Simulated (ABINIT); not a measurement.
# MnSi (F-43m) in ABINIT: reference runs

Aim: a first look at MnSi with PBE, on the cell as given.

Program: ABINIT 10.8.3 (patched build). These are calculated values, not measurements. Logs are shortened: lines on timing, memory, paths and dates and some standing lists are left out, and cuts for length are marked. The log counts tension as positive stress, the text compression.

## Step 1: The structure

It takes space group F-43m (No. 216, cubic). Conventional cell: a = 5.054 Å, b = 5.054 Å, c = 5.054 Å, α = 90.00°, β = 90.00°, γ = 90.00°. Mn (site symmetry -43m) is surrounded by 4 Si at 2.19 Å. Around Si (site symmetry -43m) lie 4 Mn at 2.19 Å.

The cell was built by a generator and needn't be a form met in nature.

## Step 2: Single point, PBE, collinear spin, ferromagnetic start

The input, run.abi:

```
# Pseudopotentials
pp_dirpath "./"
pseudos "Mn.GGA_PBE-JTH.xml, Si.GGA_PBE-JTH.xml"

# Structure
acell 3*1.0
rprim
     0.0000000000     4.7757623494     4.7757623494
     4.7757623494     0.0000000000     4.7757623494
     4.7757623494     4.7757623494     0.0000000000
ntypat 2
znucl 25 14
natom 2
typat 1 2
xred
     0.0000000000     0.0000000000     0.0000000000
     0.2500000000     0.2500000000     0.2500000000

# Plane-wave basis
ecut 26.0
pawecutdg 48.0
pawxcdev 0

# k points
kptopt 1
ngkpt 9 9 9
nshiftk 1
shiftk 0.0 0.0 0.0

# Exchange and correlation
ixc 11

# Bands and occupations
nband 15
occopt 3
tsmear 0.00183747

# Spin
nsppol 2
spinat
     0.0000000000     0.0000000000     4.0000000000
     0.0000000000     0.0000000000     0.0000000000

# SCF cycle
nstep 100
tolvrs 1.0e-9

# Output
iomode 3
prtwf 0
prtden 0
prteig 0
prtebands 0
enunit 2
```

Potentials or basis: JTH PAW PBE v2.0.

The run is started by

```sh
> abinit run.abi > log 2>&1
```

run.abo:

```text
.Version 10.8.3 of ABINIT
 Symmetries : space group F-4 3 m (#216); Bravais cF (face-center cubic)
================================================================================
 Values of the parameters that define the memory need of the present run
     intxc =       0    ionmov =       0      iscf =      17    lmnmax =      18
     lnmax =       6     mgfft =      32  mpssoang =       3    mqgrid =    3001
     natom =       2  nloc_mem =       2    nspden =       2   nspinor =       1
    nsppol =       2      nsym =      24    n1xccc =       1    ntypat =       2
    occopt =       3   xclevel =       2
       mpw =        1395          nfft =       32768          nkpt =          35
 PAW method is used; the additional fine FFT grid is defined by:
   mgfftf=        45    nfftf =     91125
================================================================================
================================================================================

--------------------------------------------------------------------------------
------------- Echo of variables that govern the present computation ------------
--------------------------------------------------------------------------------
 -outvars: echo values of preprocessed input variables --------
            acell      1.0000000000E+00  1.0000000000E+00  1.0000000000E+00 Bohr
              amu      5.49380500E+01  2.80855000E+01
             ecut      2.60000000E+01 Hartree
           enunit           2
              ixc          11
         kptrlatt        9    0    0      0    9    0      0    0    9
          kptrlen      6.07855310E+01
            natom           2
            nband          15
            ngfft          32      32      32
          ngfftdg          45      45      45
             nkpt          35
           nspden           2
           nsppol           2
            nstep         100
             nsym          24
           ntypat           2
           occopt           3
        pawecutdg      4.80000000E+01 Hartree
         pawxcdev           0
           prtden           0
        prtebands           0
           prteig           0
            prtwf           0
            rprim      0.0000000000E+00  4.7757623494E+00  4.7757623494E+00
                       4.7757623494E+00  0.0000000000E+00  4.7757623494E+00
                       4.7757623494E+00  4.7757623494E+00  0.0000000000E+00
          spgroup         216
           spinat      0.0000000000E+00  0.0000000000E+00  4.0000000000E+00
                       0.0000000000E+00  0.0000000000E+00  0.0000000000E+00
           tolvrs      1.00000000E-09
           tsmear      1.83747000E-03 Hartree
            typat      1  2
           useylm           1
           xangst      0.0000000000E+00  0.0000000000E+00  0.0000000000E+00
                       1.2636122991E+00  1.2636122991E+00  1.2636122991E+00
            xcart      0.0000000000E+00  0.0000000000E+00  0.0000000000E+00
                       2.3878811747E+00  2.3878811747E+00  2.3878811747E+00
             xred      0.0000000000E+00  0.0000000000E+00  0.0000000000E+00
                       2.5000000000E-01  2.5000000000E-01  2.5000000000E-01
            znucl       25.00000   14.00000

================================================================================

 chkinp: Checking input parameters for consistency.

================================================================================
== DATASET  1 ==================================================================

--- !DatasetInfo
iteration_state: {dtset: 1, }
dimensions: {natom: 2, nkpt: 35, mband: 15, nsppol: 2, nspinor: 1, nspden: 2, mpw: 1395, }
cutoff_energies: {ecut:  26.0, pawecutdg:  48.0, }
electrons: {nelect:   1.90000000E+01, charge:   0.00000000E+00, occopt:   3.00000000E+00, tsmear:   1.83747000E-03, }
meta: {optdriver: 0, ionmov: 0, optcell: 0, iscf: 17, paral_kgb: 0, }
...

 Exchange-correlation functional for the present dataset will be:
  GGA: Perdew-Burke-Ernzerhof functional - ixc=11
  J.P.Perdew, K.Burke, M.Ernzerhof, PRL 77, 3865 (1996)

 Real(R)+Recip(G) space primitive vectors, cartesian coordinates (Bohr,Bohr^-1):
 R(1)=  0.0000000  4.7757623  4.7757623  G(1)= -0.1046953  0.1046953  0.1046953
 R(2)=  4.7757623  0.0000000  4.7757623  G(2)=  0.1046953 -0.1046953  0.1046953
 R(3)=  4.7757623  4.7757623  0.0000000  G(3)=  0.1046953  0.1046953 -0.1046953
 Unit cell volume ucvol=  2.1785028E+02 bohr^3
 Angles (23,13,12)=  6.00000000E+01  6.00000000E+01  6.00000000E+01 degrees

 Coarse grid specifications (used for wave-functions):

 getcut: wavevector=  0.0000  0.0000  0.0000  ngfft=  32  32  32
         ecut(hartree)=     26.000   => boxcut(ratio)=   2.06415

[... 103 lines left out ...]
    1 Mn   2.11192     7.774409     5.659398     13.433807     2.115011
    2 Si   1.90945     0.799090     0.901758      1.700849    -0.102668
 ------------------------------------------------------------------------------------------------------------
  Sum:                 8.573499     6.561156     15.134655     2.012343
 Total magnetization (from the atomic spheres):                2.012343
 Total magnetization (exact up - dn):                          2.039429

================================================================================

 ----iterations are completed or convergence reached----

 Mean square residual over all n,k,spin=   25.730E-09; max=  13.857E-06
 reduced coordinates (array xred) for    2 atoms
       0.000000000000      0.000000000000      0.000000000000
       0.250000000000      0.250000000000      0.250000000000
 rms dE/dt=  0.0000E+00; max dE/dt=  0.0000E+00; dE/dt below (all hartree)
    1       0.000000000000      0.000000000000      0.000000000000
    2       0.000000000000      0.000000000000      0.000000000000

 cartesian coordinates (angstrom) at end:
    1      0.00000000000000     0.00000000000000     0.00000000000000
    2      1.26361229913828     1.26361229913828     1.26361229913828

 cartesian forces (hartree/bohr) at end:
    1     -0.00000000000000    -0.00000000000000    -0.00000000000000
    2     -0.00000000000000    -0.00000000000000    -0.00000000000000
 frms,max,avg= 0.0000000E+00 0.0000000E+00   0.000E+00  0.000E+00  0.000E+00 h/b

 cartesian forces (eV/Angstrom) at end:
    1     -0.00000000000000    -0.00000000000000    -0.00000000000000
    2     -0.00000000000000    -0.00000000000000    -0.00000000000000
 frms,max,avg= 0.0000000E+00 0.0000000E+00   0.000E+00  0.000E+00  0.000E+00 e/A
 length scales=  1.000000000000  1.000000000000  1.000000000000 bohr
              =  0.529177210544  0.529177210544  0.529177210544 angstroms
 Fermi (or HOMO) energy (hartree) =   0.22975   Average Vxc (hartree)=  -0.39177
 Magnetization (Bohr magneton)=  2.03942269E+00
 Total spin up =  1.05197113E+01   Total spin down =  8.48028865E+00
 Eigenvalues (hartree) for nkpt=  35  k points, SPIN UP:
 kpt#   1, nband= 15, wtk=  0.00137, kpt=  0.0000  0.0000  0.0000 (reduced coord)
  -2.70736   -1.56037   -1.56037   -1.56037   -0.14100    0.12352    0.12352    0.12352
   0.16524    0.16524    0.48620    0.48620    0.48620    0.52314    0.52314
      occupation numbers for kpt#   1
   1.00000    1.00000    1.00000    1.00000    1.00000    1.00000    1.00000    1.00000
   1.00000    1.00000    0.00000    0.00000    0.00000    0.00000    0.00000
 prteigrs : prtvol=0 or 1, do not print more k-points.

 Eigenvalues (hartree) for nkpt=  35  k points, SPIN DOWN:
 kpt#   1, nband= 15, wtk=  0.00137, kpt=  0.0000  0.0000  0.0000 (reduced coord)
  -2.62234   -1.47707   -1.47707   -1.47707   -0.14056    0.16291    0.16291    0.16291
   0.25013    0.25013    0.49947    0.49947    0.49947    0.54089    0.54089
      occupation numbers for kpt#   1
   1.00000    1.00000    1.00000    1.00000    1.00000    1.00000    1.00000    1.00000
   0.00002    0.00002    0.00000    0.00000    0.00000    0.00000    0.00000
 prteigrs : prtvol=0 or 1, do not print more k-points.

 Fermi (or HOMO) energy (eV) =   6.25169   Average Vxc (eV)= -10.66052
 Eigenvalues (   eV  ) for nkpt=  35  k points, SPIN UP:
 kpt#   1, nband= 15, wtk=  0.00137, kpt=  0.0000  0.0000  0.0000 (reduced coord)
 -73.67099  -42.45975  -42.45975  -42.45975   -3.83674    3.36104    3.36104    3.36104
   4.49642    4.49642   13.23011   13.23011   13.23011   14.23534   14.23534
 prteigrs : prtvol=0 or 1, do not print more k-points.

 Eigenvalues (   eV  ) for nkpt=  35  k points, SPIN DOWN:
 kpt#   1, nband= 15, wtk=  0.00137, kpt=  0.0000  0.0000  0.0000 (reduced coord)
 -71.35743  -40.19318  -40.19318  -40.19318   -3.82478    4.43312    4.43312    4.43312
   6.80652    6.80652   13.59139   13.59139   13.59139   14.71846   14.71846
 prteigrs : prtvol=0 or 1, do not print more k-points.

--- !EnergyTerms
iteration_state     : {dtset: 1, }
comment             : Components of total free energy in Hartree
kinetic             :  1.45128180107344E+01
hartree             :  3.24003867891713E+01
xc                  : -6.18933587931348E+00
Ewald energy        : -6.28791797196368E+01
psp_core            :  3.01535269030321E+00
local_psp           : -8.31362611347188E+01
PAW spherical_terms : -6.46297119595709E+00
internal            : -1.08739190439417E+02
'-kT*entropy'       : -3.61618501330003E-04
total_energy        : -1.08739552057918E+02
total_energy_eV     : -2.95895395126298E+03
...

--- !EnergyTermsDC
iteration_state     : {dtset: 1, }
comment             : '"Double-counting" decomposition of free energy'
band_energy         : -1.31725347226546E+01
Ewald energy        : -6.28791797196368E+01
psp_core            :  3.01535269030321E+00
xc_dc               : -3.19420305712799E+01
PAW spherical_terms : -3.76079379018674E+00
internal            : -1.08739186113455E+02
'-kT*entropy'       : -3.61618501330003E-04
total_energy_dc     : -1.08739547731956E+02
total_energy_dc_eV  : -2.95895383354755E+03
...

--- !EnergyTermsWithPAWCore
iteration_state     : {dtset: 1, }
comment             : 'Components of total free energy, including PAW core contributions'
Total energy        : -1.44860845294524E+03
Total energy DC     : -1.44860844861928E+03
Total energy (eV)   : -3.94186441322860E+04
Total energy DC (eV): -3.94186440145706E+04
...

 Cartesian components of stress tensor (hartree/bohr^3)
  sigma(1 1)= -6.51945156E-04  sigma(3 2)=  0.00000000E+00
  sigma(2 2)= -6.51945156E-04  sigma(3 1)=  0.00000000E+00
  sigma(3 3)= -6.51945156E-04  sigma(2 1)=  0.00000000E+00

-Cartesian components of stress tensor (GPa)         [Pressure=  1.9181E+01 GPa]
- sigma(1 1)= -1.91808887E+01  sigma(3 2)=  0.00000000E+00
- sigma(2 2)= -1.91808887E+01  sigma(3 1)=  0.00000000E+00
- sigma(3 3)= -1.91808887E+01  sigma(2 1)=  0.00000000E+00

== END DATASET(S) ==============================================================
================================================================================

 -outvars: echo values of variables after computation  --------
            acell      1.0000000000E+00  1.0000000000E+00  1.0000000000E+00 Bohr
           etotal     -1.0873954773E+02
            fcart     -0.0000000000E+00 -0.0000000000E+00 -0.0000000000E+00
                      -0.0000000000E+00 -0.0000000000E+00 -0.0000000000E+00
            rprim      0.0000000000E+00  4.7757623494E+00  4.7757623494E+00
                       4.7757623494E+00  0.0000000000E+00  4.7757623494E+00
                       4.7757623494E+00  4.7757623494E+00  0.0000000000E+00
           strten     -6.5194515643E-04 -6.5194515643E-04 -6.5194515643E-04
                       0.0000000000E+00  0.0000000000E+00  0.0000000000E+00
           xangst      0.0000000000E+00  0.0000000000E+00  0.0000000000E+00
                       1.2636122991E+00  1.2636122991E+00  1.2636122991E+00
             xred      0.0000000000E+00  0.0000000000E+00  0.0000000000E+00
                       2.5000000000E-01  2.5000000000E-01  2.5000000000E-01
 Calculation completed.
```

Wall time 68 s (1 thread of Intel Xeon 6975P-C (Granite Rapids), shared host); peak memory 0.16 GiB.

What came out:

```
Free energy                                           : -2958.9538 eV
Pressure                                              : 19.2 GPa
Band gap on the k mesh                                : none (metal or under the smearing width)
Net moment                                            : 2.04 μB per cell
Site moments                                          : Mn +2.12; Si -0.10 μB
Valence electrons inside the program's atomic spheres : Mn 13.43; Si 1.70
```

Levels at points of the mesh, in eV from the Fermi level:
Spin up:
```csv
k point,band 8,band 9,band 10,band 11,band 12,band 13
"(0.00, 0.00, 0.00)",-2.89,-1.76,-1.76,6.98,6.98,6.98
```
Spin down:
```tsv
k point	band 4	band 5	band 6	band 7	band 8	band 9	band 10	band 11	band 12	band 13
(0.00, 0.00, 0.00)	-46.44	-10.08	-1.82	-1.82	-1.82	0.55	0.55	7.34	7.34	7.34
```

Caveat: so large a pressure means that the cell lies far from this level's equilibrium, or that cutoff or potentials fall short.
